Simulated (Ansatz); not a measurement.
`[O-]c1ccccc1`. The species carries charge -1 and has multiplicity 1.

```xyz
12

O    -0.879    1.110   -2.314
C    -0.470    0.594   -1.238
C     0.911    0.270   -0.995
C     1.347   -0.295    0.187
C     0.467   -0.590    1.229
C    -0.883   -0.292    1.035
C    -1.341    0.273   -0.138
H     1.615    0.491   -1.793
H     2.407   -0.516    0.307
H     0.818   -1.034    2.155
H    -1.596   -0.510    1.830
H    -2.397    0.497   -0.266
```

Q: What are the harmonic wavenumbers in cm⁻¹ at PBE0-D4/def2-TZVPD (Ansatz, finite differences of forces, unscaled)? (Estimate.)

A: Computed: 187, 431, 447, 506, 532, 615, 693, 726, 799, 834, 853, 953, 954, 986, 1035, 1074, 1146, 1164, 1261, 1348, 1411, 1490, 1568, 1569, 1647, 3116, 3119, 3159, 3161, 3181.

Q: Is this a minimum?

A: Yes, all 30 modes are real.

Q: Give the ideal-gas thermochemistry at 298.15 K and 1 bar (rigid rotor, harmonic oscillator; point group C2v, symmetry number 2).

A: Zero-point energy 239.0 kJ/mol; H(298) − E = 255.3 kJ/mol; entropy 302.8 J/(mol·K), of which translation 165.4, rotation 106.4, vibration 31.0; G(298) − E = 165.0 kJ/mol.

Q: And at 400, 500, 600, 800 and 1000 K?

A: 
```
T (K)  H − E (kJ/mol)  S (J/mol/K)  G − E (kJ/mol)
  400           266.4        334.7           132.5
  500           280.1        365.2            97.5
  600           296.1        394.2            59.5
  800           332.9        447.0           -24.7
 1000           374.5        493.3          -118.9
```
